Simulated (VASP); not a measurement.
# Hg in VASP: work function with PBE

Aim: the work function of Hg with PBE.

All numbers are computed with VASP 6.6.1; they aren't measurements. Logs are shortened: lines on timing, memory, paths and dates and some standing lists are left out, and cuts for length are marked.

### Step 1. The cell of the first run

The cell holds a slab with vacuum, 8 atoms: a = 6.858 Å, b = 6.865 Å, c = 20.752 Å, α = 90.00°, β = 90.00°, γ = 90.00°.

The slab is cut from a database's or a generator's crystal, which needn't be the stable form of the element.

### Step 2. Work function, PBE (the (1 0 0) slab of Hg, cut from the database cell, not relaxed)

The input, INCAR:

```
SYSTEM = Hg
PREC = Accurate
ENCUT = 520
EDIFF = 1E-7
ISMEAR = 0
SIGMA = 0.05
LREAL = .False.
LASPH = .True.
NELM = 60
ALGO = Fast
ISIF = 2
LWAVE = .False.
LCHARG = .True.
LDIPOL = .True.
IDIPOL = 3
DIPOL = 0.5 0.5 0.500
GGA = PE
LELF = .True.
LVHAR = .True.
LVACPOTAV = .True.
```

The input, KPOINTS:

```
regular mesh
0
Gamma
  4 4 1
  0 0 0
```

The input, POSCAR:

```
Hg
1.0
    6.8580012501      0.0000000000      0.0000000000
    0.0000000000      6.8650000000      0.0000000000
    0.0000000000      0.0000000000     20.7518782925
Hg
8
Direct
    0.3804558854      0.0000000000      0.3614130680
    0.8804558854      0.5000000000      0.3614130680
    0.2771496367      0.3600000000      0.4792119602
    0.7771496367      0.1400000000      0.4792119602
    0.3642180195      0.8600000000      0.5207880398
    0.8642180195      0.6400000000      0.5207880398
    0.7609117708      0.0000000000      0.6385869320
    0.2609117708      0.5000000000      0.6385869320
```

Potentials or basis: VASP PAW PBE potentials, release 64 (Hg).

The run is started by

```bash
cat potpaw_PBE.64/Hg/POTCAR > POTCAR
mpirun -np 1 vasp_std > vasp.out
```

OUTCAR:

```text
SYSTEM = Hg
   PREC = Accurate
   ENCUT = 520
   EDIFF = 1E-7
   ISMEAR = 0
   LREAL = .False.
   LASPH = .True.
   NELM = 60
   ISIF = 2
   GGA = PE

 ion  position               nearest neighbor table
   1  0.380  0.000  0.361-   5 3.45   3 3.55   4 3.78
   2  0.880  0.500  0.361-   6 3.45   4 3.55   3 3.78
   3  0.277  0.360  0.479-   8 3.45   6 3.53   1 3.55   5 3.59   5 3.59   4 3.75   4 3.75   2 3.78

   4  0.777  0.140  0.479-   7 3.45   5 3.53   2 3.55   6 3.59   6 3.59   3 3.75   3 3.75   1 3.78

   5  0.364  0.860  0.521-   1 3.45   4 3.53   8 3.55   3 3.59   3 3.59   6 3.75   6 3.75   7 3.78

   6  0.864  0.640  0.521-   2 3.45   3 3.53   7 3.55   4 3.59   4 3.59   5 3.75   5 3.75   8 3.78

   7  0.761  0.000  0.639-   4 3.45   6 3.55   5 3.78
   8  0.261  0.500  0.639-   3 3.45   5 3.55   6 3.78

  LATTYP: Found a simple orthorhombic cell.
 ALAT       =     6.8580012501
 B/A-ratio  =     1.0010205233
 C/A-ratio  =     3.0259367906

  Lattice vectors:

 A1 = (   6.8580012501,   0.0000000000,   0.0000000000)
 A2 = (   0.0000000000,   6.8650000000,   0.0000000000)
 A3 = (   0.0000000000,   0.0000000000,  20.7518782925)

Analysis of symmetry for initial positions (statically):
=====================================================================
 Subroutine PRICEL returns:
 Original cell was already a primitive cell.

 Routine SETGRP: Setting up the symmetry group for a
 simple orthorhombic supercell.

 Subroutine GETGRP returns: Found  4 space group operations
 (whereof  1 operations were pure point group operations)
 out of a pool of  8 trial point group operations.

The static configuration has the point symmetry C_1 .
 The point group associated with its full space group is C_2h.

Analysis of symmetry for dynamics (positions and initial velocities):
=====================================================================
 Subroutine PRICEL returns:
 Original cell was already a primitive cell.

 Routine SETGRP: Setting up the symmetry group for a
 simple orthorhombic supercell.

 Subroutine GETGRP returns: Found  4 space group operations
 (whereof  1 operations were pure point group operations)
 out of a pool of  8 trial point group operations.

The dynamic configuration has the point symmetry C_1 .
 The point group associated with its full space group is C_2h.

 Subroutine INISYM returns: Found  4 space group operations
 (whereof  1 operations are pure point group operations),
 and found     1 'primitive' translations

----------------------------------------------------------------------------------------

                                     Primitive cell

  volume of cell :     977.0021

  direct lattice vectors                    reciprocal lattice vectors
     6.858001250  0.000000000  0.000000000     0.145815080  0.000000000  0.000000000
     0.000000000  6.865000000  0.000000000     0.000000000  0.145666424  0.000000000
     0.000000000  0.000000000 20.751878292     0.000000000  0.000000000  0.048188409

  length of vectors
     6.858001250  6.865000000 20.751878292     0.145815080  0.145666424  0.048188409

  position of ions in fractional coordinates (direct lattice)
     0.380455885  0.000000000  0.361413068
     0.880455885  0.500000000  0.361413068
     0.277149637  0.360000000  0.479211960
     0.777149637  0.140000000  0.479211960
     0.364218020  0.860000000  0.520788040
     0.864218020  0.640000000  0.520788040
     0.760911771  0.000000000  0.638586932
     0.260911771  0.500000000  0.638586932

  ion indices of the primitive-cell ions
   primitive index   ion index
                 1           1
                 2           2
                 3           3
                 4           4
                 5           5
                 6           6
                 7           7
                 8           8

----------------------------------------------------------------------------------------

 KPOINTS: regular mesh

Automatic generation of k-mesh.
 Grid dimensions read from file:
 generate k-points for:    4    4    1

 Generating k-lattice:

  Cartesian coordinates                     Fractional coordinates (reciprocal lattice)
     0.036453770  0.000000000  0.000000000     0.250000000  0.000000000  0.000000000
     0.000000000  0.036416606  0.000000000     0.000000000  0.250000000  0.000000000
     0.000000000  0.000000000  0.048188409     0.000000000  0.000000000  1.000000000

  Length of vectors
     0.036453770  0.036416606  0.048188409

  Shift w.r.t. Gamma in fractional coordinates (k-lattice)
     0.000000000  0.000000000  0.000000000

 Subroutine IBZKPT returns following result:
 ===========================================

 Found      9 irreducible k-points:

 Following reciprocal coordinates:
            Coordinates               Weight
  0.000000  0.000000  0.000000      1.000000
  0.250000  0.000000  0.000000      2.000000
  0.500000  0.000000  0.000000      1.000000
  0.000000  0.250000  0.000000      2.000000
  0.250000  0.250000  0.000000      4.000000
  0.500000  0.250000  0.000000      2.000000
  0.000000  0.500000  0.000000      1.000000
  0.250000  0.500000  0.000000      2.000000
  0.500000  0.500000  0.000000      1.000000
   k-points           NKPTS =      9   k-points in BZ     NKDIM =      9   number of bands    NBANDS=     57
   number of dos      NEDOS =    301   number of ions     NIONS =      8
   total plane-waves  NPLWV = 466560
   dimension x,y,z NGX =    54 NGY =   54 NGZ =  160
   dimension x,y,z NGXF=   108 NGYF=  108 NGZF=  320
   ions per type =               8
   NGX,Y,Z   is equivalent  to a cutoff of  13.09, 13.08, 12.82 a.u.
   NGXF,Y,Z  is equivalent  to a cutoff of  26.18, 26.15, 25.64 a.u.
 SYSTEM =  Hg
   PREC   = accura    normal or accurate (medium, high low for compatibility)
   ISTART =      0    job   : 0-new  1-cont  2-samecut
   ICHARG =      2    charge: 1-file 2-atom 10-const
   ISPIN  =      1    spin polarized calculation?
   LNONCOLLINEAR =      F non collinear calculations
   LSORBIT =      F    spin-orbit coupling
   LASPH  =      T    aspherical Exc in radial PAW
   ENCUT  =  520.0 eV  38.22 Ry    6.18 a.u.  12.75 12.76 38.58*2*pi/ulx,y,z
   NELM   =     60;   NELMIN=  2; NELMDL= -5     # of ELM steps
   EDIFF  = 0.1E-06   stopping-criterion for ELM
   LREAL  =      F    real-space projection
   EDIFFG = 0.1E-05   stopping-criterion for IOM
   NSW    =      0    number of steps for IOM
   IBRION =     -1    ionic relax: 0-MD 1-quasi-New 2-CG
   NFREE  =      0    steps in history (QN), initial steepest desc. (CG)
   ISIF   =      2    stress and relaxation
   ISYM   =      2    0-nonsym 1-usesym 2-fastsym
   POTIM  = 0.5000    time-step for ionic-motion
   TEBEG  =    0.0;   TEEND  =   0.0 temperature during run
   PSTRESS=    0.0 pullay stress
   NELECT =      96.0000    total number of electrons
   NUPDOWN=      -1.0000    fix difference up-down
   EMIN   =  10.00;   EMAX   =-10.00  energy-range for DOS
   EFERMI =   0.00;   METHOD = LEGACY
   ISMEAR =     0;   SIGMA  =   0.05  broadening in eV -4-tet -1-fermi 0-gaus
   EFERMI_NEDOS =   21; number of points for ismear=-14 and -15
   IALGO  =     68    algorithm
   IMIX   =      4    mixing-type and parameters
     AMIX     =   0.40;   BMIX     =  1.00
     AMIX_MAG =   1.60;   BMIX_MAG =  1.00
  volume/ion in A,a.u.               =     122.13       824.14
  Fermi-wavevector in a.u.,A,eV,Ry     =   0.755440  1.427575  7.764707  0.570690
  Thomas-Fermi vector in A             =   1.853335
   LORBIT       =      0    0 simple, 1 ext, 2 COOP (PROOUT), +10 PAW based schemes
   GGA     = PE    functional components
   LHFCALC =     F    Hartree Fock is set to
   AEXX    =    0.0000 exact exchange contribution
   IVDW    =     0    specifies the selected vdW correction
   LEPSILON=     F    determine dielectric tensor
   LRPA    =     F    only Hartree local field effects (RPA)
 non-spin polarized calculation
 RMM-DIIS sequential band-by-band and
 Gauss-broadening in eV      SIGMA  =   0.05
  energy-cutoff  :      520.00
  volume of cell :      977.00
 maximum number of plane-waves:     26322
 NGX is ok and might be reduce to    54
   NGX = 25   NGY = 25   NGZ = 77

 number of electron      96.0000025 magnetization

 dipolmoment           0.000000      0.000000     -0.000001 electrons x Angstroem

 Free energy of the ion-electron system (eV)
  ---------------------------------------------------
  ext. energy  EPLUGINS =         0.00000000
  ---------------------------------------------------
  free energy    TOTEN  =        -0.92496134 eV

  energy without entropy =       -0.92496134  energy(sigma->0) =       -0.92496134

 E-fermi :  -4.2462     XC(G=0):  -3.2924

 val. band max:       -4.4673270057   @ k =   0.0000   0.2500   0.0000
 cond. band min:      -2.1614479783   @ k =   0.0000   0.2500   0.0000
 fundamental gap:      2.3058790274
 Fermi energy:        -4.2462230844

 k-point     1 :       0.0000    0.0000    0.0000
  band No.  band energies     occupation
      1      -9.3128      2.00000
      2      -9.3078      2.00000
      3      -9.1810      2.00000
      4      -9.1717      2.00000
      5      -9.1166      2.00000
      6      -9.0901      2.00000
[... 49 lines left out ...]
     56       0.4488      0.00000
     57       0.5378      0.00000

 k-point     2 :       0.2500    0.0000    0.0000
  band No.  band energies     occupation
      1      -9.3215      2.00000
      2      -9.3083      2.00000
      3      -9.1675      2.00000
      4      -9.1622      2.00000
      5      -9.1385      2.00000
      6      -9.1224      2.00000
[... 49 lines left out ...]
     56       0.3990      0.00000
     57       0.6403      0.00000
[... 358 lines left out ...]
     56       0.4441      0.00000
     57       0.9271      0.00000

 k-point     9 :       0.5000    0.5000    0.0000
  band No.  band energies     occupation
      1      -9.2656      2.00000
      2      -9.2656      2.00000
      3      -9.2138      2.00000
      4      -9.2138      2.00000
      5      -9.1288      2.00000
      6      -9.1288      2.00000
[... 49 lines left out ...]
     56       0.4257      0.00000
     57       1.2190      0.00000

------------------------ aborting loop because EDIFF is reached ----------------------------------------

  FORCE on cell =-STRESS in cart. coord.  units (eV):
  Direction    XX          YY          ZZ          XY          YZ          ZX
  --------------------------------------------------------------------------------------
  -------------------------------------------------------------------------------------
  Total       -1.1241994     -0.8687961     -0.1793227      0.0000000      0.0000000     -0.0458941
  in kB       -1.8435649     -1.4247311     -0.2940697      0.0000000      0.0000000     -0.0752614
  external PRESSURE =      -1.1874552 kB  Pullay stress =       0.0000000 kB

 VOLUME and BASIS-vectors are now :
 -----------------------------------------------------------------------------
  energy-cutoff  :      520.00
  volume of cell :      977.00
      direct lattice vectors                 reciprocal lattice vectors
     6.858001250  0.000000000  0.000000000     0.145815080  0.000000000  0.000000000
     0.000000000  6.865000000  0.000000000     0.000000000  0.145666424  0.000000000
     0.000000000  0.000000000 20.751878292     0.000000000  0.000000000  0.048188409

 POSITION                                       TOTAL-FORCE (eV/Angst)
 -----------------------------------------------------------------------------------
      2.60917      0.00000      7.50000         0.007178      0.016448      0.008002
      6.03817      3.43250      7.50000         0.007178     -0.016448      0.008002
      1.90069      2.47140      9.94455        -0.021286     -0.019629     -0.020762
      5.32969      0.96110      9.94455        -0.021286      0.019629     -0.020762
      2.49781      5.90390     10.80733         0.021286     -0.019629      0.020762
      5.92681      4.39360     10.80733         0.021286      0.019629      0.020762
      5.21833      0.00000     13.25188        -0.007178     -0.016448     -0.008002
      1.78933      3.43250     13.25188        -0.007178      0.016448     -0.008002
 -----------------------------------------------------------------------------------
    total drift:                                0.000041      0.000000     -0.000025

  FREE ENERGIE OF THE ION-ELECTRON SYSTEM (eV)
  ---------------------------------------------------
  free  energy   TOTEN  =        -0.9249613358 eV

  energy  without entropy=       -0.9249613357  energy(sigma->0) =       -0.92496134

 vacuum level on the upper side and lower side of the slab         1.331         1.331
```

It took 9.8 min on 1 thread of Intel Xeon 6975P-C (Granite Rapids), shared host; peak memory 1.1 GiB.

What came out:

```yaml
Free_energy: -0.9250 eV
Largest_force: 0.036 eV/Å
Band_gap_on_the_k_mesh: 2.31 eV, direct
Ionisation_potential_of_the_upper_face: 5.80 eV
```

Forces in eV/Å, atoms in the order of the input:
```
Hg   0.007  0.016  0.008
Hg   0.007 -0.016  0.008
Hg  -0.021 -0.020 -0.021
Hg  -0.021  0.020 -0.021
Hg   0.021 -0.020  0.021
Hg   0.021  0.020  0.021
Hg  -0.007 -0.016 -0.008
Hg  -0.007  0.016 -0.008
```

Levels at points of the mesh, in eV from the valence-band top:
```tsv
k point	band 46	band 47	band 48	band 49	band 50	band 51
(0.00, 0.00, 0.00)	-0.41	-0.09	-0.01	2.37	3.30	3.43
(0.50, 0.00, 0.00)	-0.38	-0.14	-0.14	2.53	2.53	3.84
(0.00, 0.50, 0.00)	-0.43	-0.26	-0.26	2.81	2.81	3.57
(0.50, 0.50, 0.00)	-0.72	-0.43	-0.43	3.07	3.07	3.33
```

Caveat: spin-orbit coupling is left out, which moves the levels of the heavy elements.
